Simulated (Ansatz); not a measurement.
Pressure series in BaSnO3

Consider BaSnO3 in the cubic perovskite structure (space group Pm-3m, No. 221; a = 4.176 Å).

Cell and atoms are relaxed at each pressure.

The values are results of PBE (Ansatz, an electronic-structure program, PAW, spin-orbit coupling left out), not measurements.

Candidates:
(a) pressure 2.1 GPa
(b) pressure 30 GPa
(c) pressure 15 GPa

Before the change:

| Quantity | Value |
|---|---|
| Band gap | 0.48 eV |

Question: Order them by band gap, highest first.

Answer: (b) pressure 30 GPa (2.50 eV), (c) pressure 15 GPa (1.60 eV), (a) pressure 2.1 GPa (0.66 eV)

Load acts through the strain it causes; cell and atoms are relaxed under it. No phonon test of stability was made. No other phases were tried under pressure.
